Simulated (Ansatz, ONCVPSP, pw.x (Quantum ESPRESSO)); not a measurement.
# What a changed setting does to a pw.x run (bcc Si)

Potential: optimised norm-conserving Vanderbilt (ONCV), ONCVPSP 4.0.1.1 (patched build), PBE; core [Ne], reference 3s2 3p2; waves: 3s: rc 1.80 bohr, ncon 5, nbas 8, qcut 4.1 1/bohr, 1 projector; 3p: rc 2.10 bohr, ncon 5, nbas 8, qcut 4.2 1/bohr, 3 projectors, debl 1.6 Ha; d scattering state at 0.33 Ha: rc 1.90 bohr, ncon 4, nbas 8, qcut 5.4 1/bohr, 3 projectors, debl 0.9 Ha; local part: polynomial inside 1.30 bohr (lpopt 5, dvloc0 1 Ha); core correction: Teter function fitted to the true core (icmod 2), fcfact 0.6.

The reference run (k-mesh 15³, cutoffs 50/200 Ry, Fermi–Dirac 0.01 Ry, mixing_beta 0.4, conv_thr 1e-9, no spin) gives 0.00 GPa at 14.593 Å³/atom, where all-electron LAPW gives 0.35 GPa. This run, with its own iteration cap, changes startingwfc to atomic.

```
&control
  calculation='scf', prefix='x', pseudo_dir='./', outdir='./tmp', tstress=.true., disk_io='none'
/
&system
  ibrav=0, nat=1, ntyp=1, ecutwfc=50, ecutrho=200, nbnd=9,
  occupations='smearing', smearing='fd', degauss=0.01
/
&electrons
  conv_thr=1e-09, mixing_beta=0.4, electron_maxstep=60, startingwfc='atomic'
/
ATOMIC_SPECIES
Si 1.0 Si.UPF
CELL_PARAMETERS angstrom
  -1.53943562 1.53943562 1.53943562
  1.53943562 -1.53943562 1.53943562
  1.53943562 1.53943562 -1.53943562
ATOMIC_POSITIONS crystal
Si 0.0000 0.0000 0.0000
K_POINTS automatic
15 15 15 0 0 0
```

```bash
pw.x < Si.scf.in > Si.scf.out
```

Problem. How does the run end?

Solution. It converges in 5 iterations; the free energy moves by +0.0 meV/atom and the pressure by +0.00 GPa. The result is that of the reference run.

```
Message from routine setup:
     using ibrav=0 with symmetry is DISCOURAGED, use correct ibrav instead
     lattice parameter (alat)  =       5.0387  a.u.
     unit-cell volume          =      98.4784 (a.u.)^3
     number of electrons       =         4.00
     number of Kohn-Sham states=            9
     kinetic-energy cutoff     =      50.0000  Ry
     charge density cutoff     =     200.0000  Ry
     scf convergence threshold =      1.0E-09
     Exchange-correlation= PBE
     number of k points=   120  Fermi-Dirac smearing, width (Ry)=  0.0100
     iteration #  1     ecut=    50.00 Ry     beta= 0.40
     total energy              =     -10.33074690 Ry
     estimated scf accuracy    <       0.00356116 Ry
     iteration #  2     ecut=    50.00 Ry     beta= 0.40
     total energy              =     -10.33041313 Ry
     estimated scf accuracy    <       0.00104011 Ry
     iteration #  3     ecut=    50.00 Ry     beta= 0.40
     total energy              =     -10.33048763 Ry
     estimated scf accuracy    <       0.00000584 Ry
     iteration #  4     ecut=    50.00 Ry     beta= 0.40
     total energy              =     -10.33048844 Ry
     estimated scf accuracy    <       0.00000003 Ry
     iteration #  5     ecut=    50.00 Ry     beta= 0.40
     the Fermi energy is    10.4580 ev
!    total energy              =     -10.33048846 Ry
     estimated scf accuracy    <          2.4E-10 Ry
     smearing contrib. (-TS)   =      -0.00186694 Ry
     The total energy is F=E-TS. E is the sum of the following terms:
     one-electron contribution =       4.69559331 Ry
     hartree contribution      =       0.02991196 Ry
     xc contribution           =      -5.04630629 Ry
     ewald contribution        =     -10.00782050 Ry
     convergence has been achieved in   5 iterations
          total   stress  (Ry/bohr**3)                   (kbar)     P=        0.04
     Message from routine punch:
     Nothing written, as per user request (disk_io='none')
```

The run took about 6.1 s on one core of a shared host (Neoverse-V2, 96 threads, 742 GiB, load 65).
